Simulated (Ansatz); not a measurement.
C: the gap against volume

C, P6_3/mmc, a = 2.518 Å, c = 8.305 Å. Ansatz: PBE, PAW, 420 eV, Γ-centred 12×12×4 mesh on 8 atoms, Gaussian smearing 0.02 eV; no spin polarisation. Shape and atoms are relaxed at each volume; x = ln(V/V0) with V0 = 5.700 Å³/atom. The gap is read at the mesh points alone.

| x | gap y (eV) |
| --- | --- |
| -0.1278 | 4.841 |
| -0.0943 | 4.762 |
| -0.0619 | ? |
| -0.0305 | 4.611 |
| 0.0000 | 4.542 |
| 0.0296 | 4.472 |
| 0.0583 | 4.407 |
| 0.0953 | 4.318 |

**Question.** Fit a straight line to the other rows, give the volume deformation potential of the gap and its pressure coefficient, and predict the missing gap. B0 = 433.0 GPa.

**Answer.** Means x = -0.009914, y = 4.5647; Σ(Δx)² = 0.03882, ΣΔxΔy = -0.09078; the slope is their ratio. y = 4.5415 − 2.3381 x. The slope is the deformation potential a = dE_g/d ln V = -2.34 eV, and dE_g/dP = −a/B0 = 5.40 meV/GPa. At x = -0.0619 the fit asked for gives 4.686 eV. The run gave 4.686 eV, the same to the digits shown.

Semilocal functionals give gaps under the measured ones; changes of the gap mostly carry over better.